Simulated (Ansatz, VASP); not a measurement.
## Cross-check of CaCo2As2 between VASP and Ansatz

Wanted: the spread between two codes on one cell, functional and k mesh. Valence electrons are named where the data sets of a main pair hold unlike numbers.

Program: Ansatz 0.2.0. Level of theory: plane waves, with VASP 6.6.1 beside it; relaxation of cell and atoms at r2SCAN and relaxation of cell and atoms at r2SCAN with rVV10. Results are calculated unless marked as measured.

**1. The starting structure**

It takes space group I4/mmm (No. 139, tetragonal). Conventional cell: a = 4.009 Å, b = 4.009 Å, c = 10.094 Å, α = 90.00°, β = 90.00°, γ = 90.00°. Nearest to Ca lie 10 As at 3.15 to 3.67 Å and 8 Co at 3.22 Å. Nearest to Co lie 4 As at 2.31 Å and 4 Co at 2.83 Å and 4 Ca at 3.22 Å. Nearest to As lie 4 Co at 2.31 Å and 5 As at 2.76 to 3.64 Å and 5 Ca at 3.15 to 3.67 Å. Farther neighbours are not listed.

As a file:

```xyz
5
Lattice="-2.0044 2.0044 5.0470 2.0044 -2.0044 5.0470 2.0044 2.0044 -5.0470" Properties=species:S:1:pos:R:3 pbc="T T T"
Ca    0.0000    0.0000    0.0000
Co    0.0000    2.0044    2.5235
Co    2.0044    0.0000    2.5235
As    0.0000    0.0000    3.6690
As    0.0000    0.0000    6.4250
```

**2. VASP: relaxation of cell and atoms, r2SCAN**

The relaxed volume is the usual yardstick between codes: in a stiff, nearly cubic crystal its relative difference is about their pressure difference at one cell divided by the bulk modulus.

Lines of VASP's logs that name or quote its potential files are left out, and so is its time.

Contents of INCAR:

```
SYSTEM = CaCo2As2
PREC = Accurate
ENCUT = 520
EDIFF = 1E-06
NELM = 100
ISMEAR = -1
SIGMA = 0.05
LREAL = .FALSE.
ALGO = Normal
METAGGA = R2SCAN
LASPH = .TRUE.
NBANDS = 28
ISPIN = 2
MAGMOM = 0.01 0.58 0.58 0.01 0.01
LMAXMIX = 4
LORBIT = 11
LWAVE = .FALSE.
LCHARG = .FALSE.
KPAR = 8
IBRION = 2
NSW = 60
ISIF = 3
EDIFFG = -0.01
```

Contents of POSCAR:

```
CaCo2As2
1.0
   -2.0043614094      2.0043614094      5.0470084001
    2.0043614094     -2.0043614094      5.0470084001
    2.0043614094      2.0043614094     -5.0470084001
Ca Co As
1 2 2
Direct
    0.0000000000      0.0000000000      0.0000000000
    0.7500000000      0.2500000000      0.5000000000
    0.2500000000      0.7500000000      0.5000000000
    0.3634838400      0.3634838400      0.0000000000
    0.6365161600      0.6365161600      0.0000000000
```

Contents of KPOINTS:

```
Automatic mesh
0
Gamma
8 8 8
0 0 0
```

The projector-augmented-wave data sets are Ca_sv, Co and As (PBE family, release 64).

Launch:

```bash
$ mpirun -np 8 vasp_std
```

Numbers of over 12 decimals in the logs are rounded to 6 here.

What it wrote:

```text
[banner, memory and clock lines left out]
running    8 mpi-ranks, on    1 nodes
 distrk:  each k-point on    1 cores,    8 groups
 distr:  one band on    1 cores,    1 groups

 POSCAR found type information on POSCAR CaCoAs
 POSCAR found :  3 types and       5 ions
|                                                                             |
|           W    W    AA    RRRRR   N    N  II  N    N   GGGG   !!!           |
|           W    W   A  A   R    R  NN   N  II  NN   N  G    G  !!!           |
|           W    W  A    A  R    R  N N  N  II  N N  N  G       !!!           |
|           W WW W  AAAAAA  RRRRR   N  N N  II  N  N N  G  GGG   !            |
|           WW  WW  A    A  R   R   N   NN  II  N   NN  G    G                |
|           W    W  A    A  R    R  N    N  II  N    N   GGGG   !!!           |
|                                                                             |
|     For optimal performance we recommend to set                             |
|       NCORE = 2 up to number-of-cores-per-socket                            |
|     NCORE specifies how many cores store one orbital (NPAR=cpu/NCORE).      |
|     This setting can greatly improve the performance of VASP for DFT.       |
|     The default, NCORE=1 might be grossly inefficient on modern             |
|     multi-core architectures or massively parallel machines. Do your        |
|     Unfortunately you need to use the default for GW and RPA                |
|     calculations (for HF NCORE is supported but not extensively tested      |
|     yet).                                                                   |
|                                                                             |

|                                                                             |
|               ----> ADVICE to this user running VASP <----                  |
|                                                                             |
|     You enforced a specific xc type in the INCAR file but a different       |
|     [... a line on the potential file left out ...]
|     I HOPE YOU KNOW WHAT YOU ARE DOING!                                     |
|                                                                             |

 LDA part: xc-table for (None), standard interpolation
 POSCAR, INCAR and KPOINTS ok, starting setup
 FFT: planning ... GRIDC
 FFT: planning ... GRID_SOFT
 FFT: planning ... GRID
 WAVECAR not read
 entering main loop
       N       E                     dE             d eps       ncg     rms          rms(c)
DAV:   1     0.253046821904E+03    0.25305E+03   -0.17325E+04  6608   0.146E+03
DAV:   2    -0.544820456843E+02   -0.30753E+03   -0.29678E+03  6664   0.351E+02
DAV:   3    -0.736967958170E+02   -0.19215E+02   -0.18595E+02  7924   0.101E+02
DAV:   4    -0.747954459347E+02   -0.10987E+01   -0.10811E+01 12024   0.192E+01
DAV:   5    -0.748122465407E+02   -0.16801E-01   -0.16763E-01  8580   0.208E+00    0.190E+01
DAV:   6    -0.805587132150E+02   -0.57465E+01   -0.10855E+02  8748   0.128E+02    0.341E+01
DAV:   7    -0.657172463779E+02    0.14841E+02   -0.31931E+01  8196   0.847E+01    0.636E+00
DAV:   8    -0.659362751880E+02   -0.21903E+00   -0.63097E+00 10124   0.197E+01    0.361E+00
DAV:   9    -0.659885061181E+02   -0.52231E-01   -0.58631E-01  9888   0.778E+00    0.135E+00
DAV:  10    -0.659984250897E+02   -0.99190E-02   -0.95676E-02  9712   0.341E+00    0.476E-01
DAV:  11    -0.659995440283E+02   -0.11189E-02   -0.10534E-02  9524   0.910E-01    0.180E-01
DAV:  12    -0.659999573578E+02   -0.41333E-03   -0.10874E-03  9912   0.281E-01    0.849E-02
   1 F= -.66000075E+02 E0= -.65991688E+02  d E =-.660001E+02  mag=     1.6575
 curvature:   0.00 expect dE= 0.000E+00 dE for cont linesearch  0.000E+00
 trial: gam= 0.00000 g(F)=  0.166E-04 g(S)=  0.221E-03 ort = 0.000E+00 (trialstep = 0.100E+01)
 search vector abs. value=  0.237E-03
 bond charge predicted
       N       E                     dE             d eps       ncg     rms          rms(c)
DAV:   1    -0.660027496510E+02   -0.26755E-02   -0.42531E-02  7120   0.237E+00    0.427E-01
DAV:   2    -0.660061541125E+02   -0.34045E-02   -0.45454E-02  8616   0.292E+00    0.615E-01
DAV:   3    -0.660001348451E+02    0.60193E-02   -0.18146E-02  8540   0.190E+00    0.905E-02
DAV:   4    -0.660001213852E+02    0.13460E-04   -0.11216E-03  9260   0.198E-01    0.638E-02
   2 F= -.66000072E+02 E0= -.65991697E+02  d E =0.278601E-05  mag=     1.6618
 trial-energy change:    0.000003  1 .order   -0.000012   -0.000237    0.000213
 step:   0.4773(harm=  0.5270)  dis= 0.00030  next Energy=   -66.000130 (dE=-0.550E-04)
 bond charge predicted
       N       E                     dE             d eps       ncg     rms          rms(c)
DAV:   1    -0.660008572949E+02   -0.78428E-03   -0.11624E-02  7088   0.124E+00    0.224E-01
DAV:   2    -0.660017918583E+02   -0.93456E-03   -0.12453E-02  8596   0.153E+00    0.322E-01
DAV:   3    -0.660001347149E+02    0.16571E-02   -0.49571E-03  8488   0.101E+00    0.470E-02
DAV:   4    -0.660001336767E+02    0.10382E-05   -0.31613E-04  9240   0.106E-01    0.346E-02
DAV:   5    -0.660001255049E+02    0.81718E-05   -0.28634E-05 10468   0.607E-02    0.145E-02
DAV:   6    -0.660001258041E+02   -0.29911E-06   -0.38043E-06  7744   0.195E-02
   3 F= -.66000126E+02 E0= -.65991746E+02  d E =-.507726E-04  mag=     1.6597
 curvature:  -0.26 expect dE=-0.463E-05 dE for cont linesearch -0.404E-05
 trial: gam= 0.00000 g(F)=  0.342E-06 g(S)=  0.174E-04 ort =-0.607E-04 (trialstep = 0.895E+00)
 search vector abs. value=  0.178E-04
 reached required accuracy - stopping structural energy minimisation
```

From OUTCAR (step 2):

```text
ion  position               nearest neighbor table
   1  0.000  0.000  0.000-
   2  0.750  0.250  0.500-   4 2.31   5 2.31   4 2.31   5 2.31   3 2.83   3 2.83   3 2.83   3 2.83

  LATTYP: Found a body centered tetragonal cell.
 ALAT       =     4.0087228188
 C/A-ratio  =     2.5180131569

 Subroutine GETGRP returns: Found 16 space group operations
 (whereof 16 operations were pure point group operations)

The static configuration has the point symmetry D_4h.

 Found     59 irreducible k-points:

   k-points           NKPTS =     59   k-points in BZ     NKDIM =     59   number of bands    NBANDS=     28

   dimension x,y,z NGX =    48 NGY =   48 NGZ =   48
   dimension x,y,z NGXF=    96 NGYF=   96 NGZF=   96

   ENCUT  =  520.0 eV  38.22 Ry    6.18 a.u.  10.76 10.76 10.76*2*pi/ulx,y,z

   NELECT =      38.0000    total number of electrons

 k-points in reciprocal lattice and weights: Automatic mesh
   0.00000000  0.00000000  0.00000000       0.002
   0.12500000  0.00000000 -0.00000000       0.016
   0.25000000  0.00000000 -0.00000000       0.016
   0.37500000  0.00000000 -0.00000000       0.016
   0.50000000  0.00000000 -0.00000000       0.008
   0.12500000  0.12500000 -0.00000000       0.016
   0.25000000  0.12500000 -0.00000000       0.031
   0.37500000  0.12500000 -0.00000000       0.031
   0.50000000  0.12500000 -0.00000000       0.031
[...]
-0.37500000 -0.37500000  0.37500000       0.004
   0.50000000  0.50000000  0.50000000       0.002

 average (electrostatic) potential at core
       1 -46.5266       2 -85.9239       3 -85.9239       4 -52.2847       5 -52.2847

 E-fermi :   7.1982

 spin component 1
 k-point     1 :       0.0000    0.0000    0.0000
  band No.  band energies     occupation
    ...
     15       5.5599      1.00000
     16       5.7498      1.00000
     17       5.8389      1.00000
     18       6.0255      1.00000
     19       6.0255      1.00000
     20       8.0992      0.00000
     21       8.4630      0.00000
     22       8.4630      0.00000
     23      10.4679      0.00000
     24      10.8664      0.00000
    ...

 k-point     2 :       0.1250    0.0000   -0.0000
  band No.  band energies     occupation
    ...
     15       5.5621      1.00000
     16       5.5809      1.00000
     17       5.7574      1.00000
     18       5.8868      1.00000
     19       6.2845      1.00000
     20       7.4529      0.00610
     21       8.3047      0.00000
     22       9.0444      0.00000
     23      10.5903      0.00000
     24      11.1862      0.00000
    ...

 k-point     3 :       0.2500    0.0000   -0.0000
  band No.  band energies     occupation
    ...
     16       5.4859      1.00000
     17       5.5345      1.00000
     18       5.8224      1.00000
     19       6.7318      0.99991
     20       7.0681      0.93108
     21       8.0738      0.00000
     22       9.6560      0.00000
     23      10.2598      0.00000
     24      11.3919      0.00000
     25      11.9899      0.00000
    ...

 k-point     4 :       0.3750    0.0000   -0.0000
  band No.  band energies     occupation
    ...
     15       5.1003      1.00000
     16       5.2337      1.00000
     17       5.3993      1.00000
     18       5.8752      1.00000
     19       7.0469      0.95381
     20       7.2770      0.17162
     21       8.1677      0.00000
     22       9.3422      0.00000
     23      10.4377      0.00000
     24      10.5536      0.00000
    ...

 k-point     5 :       0.5000    0.0000   -0.0000
  band No.  band energies     occupation
    ...
     15       5.0262      1.00000
     16       5.0673      1.00000
     17       5.3647      1.00000
     18       5.8861      1.00000
     19       7.0992      0.87876
     20       7.8963      0.00000
     21       8.3864      0.00000
     22       8.4131      0.00000
     23      10.3136      0.00000
     24      10.6741      0.00000
    ...

 k-point     6 :       0.1250    0.1250   -0.0000
  band No.  band energies     occupation
    ...
     15       5.5311      1.00000
     16       5.5441      1.00000
     17       5.6961      1.00000
     18       5.9476      1.00000
     19       6.2161      1.00000
     20       7.4063      0.01536
     21       7.9213      0.00000
     22       9.7464      0.00000
     23      10.4135      0.00000
     24      11.1862      0.00000
    ...

  Total       -0.0284811     -0.0284811     -0.0135281      0.0000000      0.0000000     -0.0000000
  in kB       -0.5619505     -0.5619505     -0.2669179      0.0000000      0.0000000     -0.0000000
  external PRESSURE =      -0.4636063 kB  Pullay stress =       0.0000000 kB

  energy-cutoff  :      520.00
  volume of cell :       81.20
      direct lattice vectors                 reciprocal lattice vectors
    -2.005134139  2.005134139  5.049197216     0.000000000  0.249359876  0.099025643
     2.005134139 -2.005134139  5.049197216     0.249359876  0.000000000  0.099025643
     2.005134139  2.005134139 -5.049197216     0.249359876  0.249359876  0.000000000

 POSITION                                       TOTAL-FORCE (eV/Angst)
 -----------------------------------------------------------------------------------
      0.00000      0.00000      0.00000        -0.000000     -0.000000      0.000000
      0.00000      2.00513      2.52460        -0.000000     -0.000000      0.000000
      2.00513      0.00000      2.52460        -0.000000     -0.000000      0.000000
      0.00000      0.00000      3.67091         0.000000      0.000000     -0.001882
      0.00000      0.00000      6.42749         0.000000      0.000000      0.001882
 -----------------------------------------------------------------------------------
    total drift:                                0.000000     -0.000000      0.000000

  FREE ENERGIE OF THE ION-ELECTRON SYSTEM (eV)
  ---------------------------------------------------
  free  energy   TOTEN  =       -66.0001258041 eV

  energy  without entropy=      -65.9833652611  energy(sigma->0) =      -65.99174553

 reached required accuracy - stopping structural energy minimisation

 total charge
# of ion       s       p       d       tot
------------------------------------------
    1        2.026   5.853   0.268   8.147
    2        0.431   0.522   7.489   8.442
    3        0.431   0.522   7.489   8.442
    4        1.203   1.593   0.102   2.898
    5        1.203   1.593   0.102   2.898
--------------------------------------------------
tot          5.296  10.082  15.449  30.827

 magnetization (x)
# of ion       s       p       d       tot
------------------------------------------
    1       -0.001   0.000   0.005   0.004
    2        0.012  -0.002   0.847   0.857
    3        0.012  -0.002   0.847   0.857
    4        0.006   0.004  -0.007   0.002
    5        0.006   0.004  -0.007   0.002
--------------------------------------------------
tot          0.035   0.003   1.684   1.723

[... 6 further parts left out ...]
```

CONTCAR:

```
CaCo2As2
   1.00000000000000
    -2.0051341391403503    2.0051341391403503    5.0491972163003567
     2.0051341391403503   -2.0051341391403503    5.0491972163003567
     2.0051341391403503    2.0051341391403503   -5.0491972163003567
  Ca              Co              As
     1     2     2
Direct
     0.0000000000000000    0.0000000000000000    0.0000000000000000
     0.7500000000000000    0.2500000000000000    0.5000000000000000
     0.2500000000000000    0.7500000000000000    0.5000000000000000
     0.3635137895881430    0.3635137895881430    0.0000000000000000
     0.6364862104118570    0.6364862104118570    0.0000000000000000
```

The magnetic state follows from one typed start and may not be the lowest. The PAW data sets were made with PBE, which is usual practice but a small mismatch for other functionals. The run keeps the 16 symmetry operations of its start, so it cannot find a distortion of lower symmetry.

[end of part 1 of 2]

[Lines on the potential files, build, host, timing and source positions are cut from VASP's logs without a mark.]

[Logs are printed without paths, hosts, clocks, repeated set-up lines and the standing remarks that a program may print on its own settings, such as how far it seeks lower states.]

[Hosts, paths, dates, database ids (printed as entryN), source tags and the programs' standing remarks are cut or masked in the printed files.]
